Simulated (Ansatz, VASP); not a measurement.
**Cl, level by level in two programs**

```xyz
4
Lattice="3.1450 -2.2500 0.0000 3.1450 2.2500 0.0000 0.0000 0.0000 8.2100" Properties=species:S:1:pos:R:3 pbc="T T T"
Cl    3.1450    0.5850    3.2840
Cl    3.1450    1.6650    7.3890
Cl    3.1450   -0.5850    4.9260
Cl    3.1450   -1.6650    0.8210
```

Single points on this cell with VASP 6.6.1 and Ansatz 0.2.0. Each row is one pair of runs. Alike in all rows: spin: off; k mesh: 7 × 7 × 4; Ansatz's potentials, cutoff: Ansatz PAW, 420 eV.

| level | smearing | VASP's potentials, cutoff | gap on the k mesh at the Fermi level (eV), VASP | gap on the k mesh at the Fermi level (eV), Ansatz | least direct gap on the mesh (eV), VASP | least direct gap on the mesh (eV), Ansatz | pressure (GPa), VASP | pressure (GPa), Ansatz |
| --- | --- | --- | --- | --- | --- | --- | --- | --- |
| PBEsol | fermi-dirac, width 0.05 eV | VASP PAW PBE potentials, release 64 (Cl), 520 eV | 2.48 | ? | 2.54 | ? | -1.2 | ? |
| LDA | fermi-dirac, width 0.05 eV | VASP PAW LDA potentials, release 64 (Cl), 520 eV | 2.36 | 2.33 | 2.42 | 2.39 | -2.7 | -2.4 |
| PBE | gaussian, width 0.028 eV | VASP PAW PBE potentials, release 64 (Cl), 520 eV | 2.54 | 2.49 | 2.59 | 2.55 | 0.3 | 0.7 |
| PBE | gaussian, width 0.03 eV | VASP PAW PBE potentials, release 64 (Cl), 520 eV | 2.54 | 2.49 | 2.59 | 2.55 | 0.3 | 0.7 |

Problem. Fill in what Ansatz gave in row 1.

Solution. gap on the k mesh at the Fermi level (eV): 2.43; least direct gap on the mesh (eV): 2.49; pressure (GPa): -0.9.

Caveats: the PAW data sets were made with another functional, which shifts forces and pressure a little (VASP); an odd mesh through Γ misses points on the zone boundary, where band edges often lie (VASP); odd divisions of the mesh miss points on the zone boundary, where band edges often lie, so the gap on the mesh can be too wide (Ansatz); the PAW data sets come from PBE, with cores solved anew for the run's functional, which leaves a small shift of forces and pressure (Ansatz).
